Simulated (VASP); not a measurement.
**PbSe: single point with PBE+D3(BJ)**

The system is PbSe.

```
Pb Se
1.0
    12.26858    0.00000    0.00000
     0.00000    4.33640    0.00000
     0.00000    0.00000    4.33796
Pb Se
4 4
Direct
  0.62500 0.75000 0.25070
  0.87500 0.25000 0.75070
  0.37500 0.25000 0.74930
  0.12500 0.75000 0.24930
  0.12499 0.25000 0.74938
  0.62499 0.25000 0.75062
  0.37501 0.75000 0.24938
  0.87501 0.75000 0.25062
```

The cell was built by a generator and needn't be a form met in nature.

- Program: VASP 6.6.1
- Task: single point
- Functional: PBE
- Dispersion: D3(BJ)
- Potentials or basis: VASP PAW PBE potentials, release 64 (Pb_d, Se)
- Cutoff: 520 eV
- k mesh: 4 × 6 × 6
- Occupations: gaussian, width 0.02 eV
- Spin: no spin polarisation
- Dipole correction: no
- Further INCAR settings: ALGO = Fast; EDIFF = 1e-06; NBANDS = 50

```json
{
 "Pressure": "0.0 GPa",
 "Band gap on the k mesh": "0.31 eV",
 "Dispersion energy per atom": "-0.366 eV"
}
```

Levels at points of the mesh, in eV from the valence-band top:
```
           k point  band 37  band 38  band 39  band 40  band 41  band 42  band 43  band 44
(0.00, 0.00, 0.00)    -1.85    -1.85    -1.61    -1.61     2.40     2.40     3.72     4.57
(0.50, 0.00, 0.00)    -2.07    -2.07    -1.08    -1.08     2.66     2.66     3.94     3.94
(0.00, 0.50, 0.00)    -0.76    -0.76     0.00     0.00     0.31     0.31     1.39     1.39
(0.50, 0.50, 0.00)    -0.54    -0.54    -0.54    -0.54     0.95     0.95     0.95     0.95
(0.00, 0.00, 0.50)    -0.75    -0.75     0.00     0.00     0.31     0.31     1.39     1.39
(0.50, 0.00, 0.50)    -0.54    -0.54    -0.54    -0.54     0.95     0.95     0.95     0.95
(0.00, 0.50, 0.50)    -3.19    -3.19    -0.78    -0.78     1.90     1.90     3.72     3.72
(0.50, 0.50, 0.50)    -2.21    -2.21    -2.21    -2.21     3.82     3.82     3.82     3.82
```

It took 9.9 min on 1 thread of Intel(R) Xeon(R) Platinum 8559C (Emerald Rapids), with other jobs on the host, peak memory 0.58 GiB.

Caveat: spin-orbit coupling is left out, which as a rule narrows the gap of such compounds by several tenths of an eV. A k mesh can miss the band edges.
